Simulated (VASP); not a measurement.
CuO:

```
Cu O
1.0
     0.00000    2.32725    2.32725
     2.32725    0.00000    2.32725
     2.32725    2.32725    0.00000
Cu O
1 1
Cartesian
  0.0000 0.0000 0.0000
  1.1636 1.1636 1.1636
```

Measurements of this composition are mostly on another form, of space group No. 15.

```yaml
Program: VASP 6.6.1
Task: relaxation of cell and atoms
Functional: r2SCAN50
Potentials_or_basis: VASP PAW PBE potentials, release 64 (Cu, O)
Cutoff: 600 eV
k_mesh: 5 × 5 × 5
Occupations: gaussian, width 0.05 eV
Spin: no spin polarisation
```

At the start: pressure -18.9 GPa; volume 12.60 Å³/atom.

Q: How do energy, volume and symmetry change on relaxing?

A: Over 3 steps the energy falls by 121.5 meV/atom and the volume is 10.80 Å³/atom (-14.3 %); space group F-43m (No. 216, to 0.05 Å).

The path:
```csv
step,energy change (eV),largest force (eV/Å),pressure (GPa),volume (Å³)
1,0.0000,0.0000,-18.90,25.21
2,-0.1866,0.0000,13.61,20.17
3,-0.2430,0.0000,-0.25,21.61
```

Final structure:
```
Cu O
1.0
     0.00000    2.21068    2.21068
     2.21068    0.00000    2.21068
     2.21068    2.21068    0.00000
Cu O
1 1
Direct
  0.00000 0.00000 0.00000
  0.25000 0.25000 0.25000
```

Caveat: the k mesh is coarse (spacing up to 0.47 Å⁻¹), so the values aren't converged, least of all with exact exchange; the PAW data sets were made with another functional, which shifts forces and pressure a little; an odd number of electrons without spin polarisation forces a metal; a magnetic or distorted state may lie lower; the run has no spin polarisation, though such a crystal can be magnetic.
